## Opening a stretched tin crystal across one plane

A tin crystal is cut between two atomic layers, and the two sides are moved apart as rigid blocks. The opening is the distance added to the gap; a negative value means that the gap has been closed a little. The separation energy is the energy per area of the cut, counted from zero opening. The traction is its slope: the pull per area with which the two sides attract each other, negative where they repel.

Rigid opening of Sn (Immm, a = 3.453, b = 3.551, c = 4.677 Å, cell not relaxed at this level) across a (011) plane, four atomic layers per cell, atoms not relaxed. Ansatz 0.2.0, plane-wave PAW, scalar-relativistic PBEsol, no spin polarisation, cutoff 420 eV, k mesh 16×16×4, Gaussian smearing 0.15 eV. Energies are free energies per area of the cut, relative to zero opening.

| opening (Å) | separation energy (mJ/m²) | traction (GPa (slope of the separation energy)) |
| --- | --- | --- |
| -0.3 | -25.8 | -3.370 |
| -0.15 | -40.2 | 1.150 |
| 0 | 0.0 | 3.950 |
| 0.25 | 129.6 | 6.010 |
| 0.5 | 283.9 | 6.090 |
| 0.75 | 427.7 | 5.360 |
| 1 | 550.1 | 4.420 |
| 1.5 | 725.1 | 2.660 |
| 2 | 824.6 | 1.410 |
| 3 | 896.0 | 0.270 |
| 4.5 | 909.4 | 0.020 |
| 6 | 910.6 | 0.000 |

### 1. Why does the energy fall when the gap is closed slightly?

The starting crystal is already stretched: its cell was not relaxed with PBEsol, and at this level of theory it is too large. At zero opening the two sides pull on each other with 3.95 GPa, which is also the tension along the normal in the undisturbed crystal. Closing the gap by 0.15 Å lets this tension do work, so the energy drops. At −0.3 Å the sides repel and the energy is rising again.

A row of blocks joined by identical springs, all held too long, behaves in the same way. Shortening one spring releases energy although the others stay stretched. The traction vanishes near −0.19 Å by interpolation. At that opening this one gap has its best width, which need not be the layer spacing of a relaxed crystal.

### 2. Why does the traction pass through a maximum while the energy goes on rising?

Consider the two limits. Close to its best width the gap acts as a spring, and the pull grows with the stretch. Far apart, the electron clouds of the two faces hardly overlap, and in this calculation almost no pull is left. Between these limits the traction must have a maximum, and the energy keeps rising for as long as any attraction remains.

The largest sampled traction is 6.09 GPa, at 0.5 Å. By 2 Å about 91 % of the final energy has been spent, so most of the bonding across the cut is lost within an opening smaller than one layer spacing (2.8 Å). For an engineer, the maximum is the stress that would part a flawless plane everywhere at once, with both blocks kept rigid. Real metal gives way far earlier, through dislocations and cracks.

### 3. Can the whole curve be guessed from two numbers?

The universal binding relation joins the two limits. Let $u$ be the opening counted from the point of zero traction, $W$ the energy needed to separate the sides from there, and $l$ the length over which the bonding fades. Energy and traction are then

$$E(u)=W\left[1-\left(1+\frac{u}{l}\right)e^{-u/l}\right],\qquad T(u)=\frac{dE}{du}=\frac{W}{l^2}\,u\,e^{-u/l}.$$

The factor $u$ is the spring and the exponential is the fading overlap. Their product is largest at $u=l$, where $T_{\max}=W/(\mathrm{e}\,l)$, with $\mathrm{e}\approx 2.72$.

Two numbers are nearly enough, once the energy minimum is known. Here its place and depth are estimated beforehand from the two rows with a closed gap. Fitting $W$ and $l$ to the energies of all twelve rows then gives 958 mJ/m² and 0.566 Å. Since 100 mJ/m² equals 1 GPa·Å, the peak is $9.58/(2.72\times0.566)\approx6.2$ GPa. It lies at an opening of about 0.4 Å, between two sampled points. This checks consistency and is not an independent prediction, because the traction is the slope of the fitted energies.

The typical energy error is below 1 % of $W$, about half that of a Morse curve with equally many constants. The largest energy error is at 2 Å, where the curve lies 6.8 mJ/m² too low. The traction is worst where the gap is closed most. At −0.3 Å it makes the repulsion too strong, −4.1 instead of −3.4 GPa, and at 3 Å it leaves too much attraction. The output after this text lists both fits row by row. Their quality supports the shape of the curve but does not prove that overlap causes it.

### 4. What would change with a relaxed starting cell, or with another element?

With a relaxed cell the traction would start from zero and the energy minimum would lie at zero opening. If $l$ stayed the same, the peak would move out to about 0.6 Å. The initial tension must not be subtracted from the peak height, because it is part of the total pull. How much the height would change is untested, since relaxation would also alter the spacing of the atoms within the layers.

For another element the same two quantities matter. At equal $l$, twice the separation energy means twice the peak traction. At equal $W$, bonding that fades over a longer distance gives a lower peak at a larger opening.

### 5. Is half of the final energy the surface energy of tin?

The cut makes two faces, so half of the final value is about 455 mJ/m² for each. This is the cost of a rigid cut in a stretched crystal. Counted from the estimated energy minimum, the same separation costs 953 instead of 911 mJ/m², and even that closes only one of the stretched gaps. The structure is also neither white nor grey tin, so the value should not be used for the ordinary metal.

### 6. What would the new faces do if the atoms were free?

At 6 Å the outer layers are pulled inward and the second layers outward, so the outermost gaps would begin to shrink. If the layers were joined by independent springs, every remaining gap would keep the starting tension of 3.95 GPa. Balancing the forces on parts of the isolated four-layer slab gives 6.2 GPa across each outer gap and 2.4 GPa across the middle one.

This is where the spring picture ends: cutting one gap changes its neighbours. Much of the inward pull is tension inherited from the starting crystal, and the rest is a response to the cut. A likely reason is that surface atoms, having lost neighbours, bind more strongly to those that remain. Why the middle gap weakens is open; a thicker slab would show whether the small number of layers plays a part.

Releasing the atoms would lower the energy of the separated slab. Relaxing the starting crystal would lower the reference as well. A true cleavage energy needs both steps, with the slab cut from the relaxed crystal. Whether it lies above or below the tabulated value cannot be read from these rows.

### 7. Which digits can be trusted?

The last step, from 4.5 to 6 Å, adds only 1.2 mJ/m², and removing the effect of the electronic smearing shifts the final row by about 2 mJ/m². The choice of reference matters far more: closing a single gap by 0.15 Å already changes the energy by 40 mJ/m². A sound statement is therefore 0.9 J/m² for this rigid process, with a peak traction of about 6 GPa.

Neither figure carries an error bar for the level of theory. PBEsol was used with atomic datasets made for PBE, and the effect of that mismatch was not tested. Nor were a denser k mesh, a higher cutoff, a slab of more than four layers or spin–orbit coupling. PBEsol also lacks long-range dispersion, so the nearly vanished traction at the widest openings describes the functional and leaves out a weak attraction expected in real tin.

Printed output of the fit:

```
fit of separation_energy - em on 12 rows: coefficient of 1 - (1 + u/s)*exp(-u/s) 957.9 +/- 1.7, s 0.5662; rms 3.45, worst 2.0 -6.84, leave-one-out rms 3.99
fit of separation_energy - em on 12 rows: coefficient of (1 - exp(-u/s))**2 964.1 +/- 3.6, s 0.775; rms 7.52, worst 2.0 -14, leave-one-out rms 9.56
Shares and the two curves:
    row  share of final energy %  universal curve miss mJ/m2  Morse miss mJ/m2  universal traction GPa  Morse traction GPa
   -0.3                   -2.833                        4.74             6.639                  -4.071              -4.462
  -0.15                   -4.415                     -0.1142           0.03157                   1.066               1.138
    0.0                        0                       0.115             2.406                   4.032               4.207
   0.25                    14.23                       2.172             7.806                   6.038               6.104
    0.5                    31.18                       2.164             7.608                   6.098               6.025
   0.75                    46.97                        2.36             4.966                   5.346               5.205
    1.0                    60.41                       1.352            0.3033                   4.354               4.211
    1.5                    79.63                      -3.053            -9.375                   2.558               2.498
    2.0                    90.56                      -6.842            -14.03                   1.371                1.39
    3.0                     98.4                      -3.282            -5.556                  0.3417                 0.4
    4.5                    99.87                       3.847             7.761                 0.03553             0.05857
    6.0                      100                       4.697             10.45                0.003317            0.008472
Opening of zero traction, interpolated, Å: -0.1882
Depth from estimated minimum to last row, mJ/m2: 953
Half of the last separation energy, mJ/m2: 455.3
Tension along the normal from the stress of the starting crystal, GPa: 3.951
Starting traction as share of largest sampled traction, %: 64.86
Peak traction of the universal curve, GPa: 6.223
Opening at that peak, Å: 0.3781
Energy gained in the last opening step, mJ/m2: 1.2
Shift of last row on extrapolating smearing to zero, mJ/m2: -2.007
Inward force on an outer atom at 6 Å, eV/Å: 0.39
Outward force on a second-layer atom at 6 Å, eV/Å: 0.2386
Tension across the outer gap of the slab at 6 Å, GPa: 6.163
Tension across the middle gap of the slab at 6 Å, GPa: 2.392
```
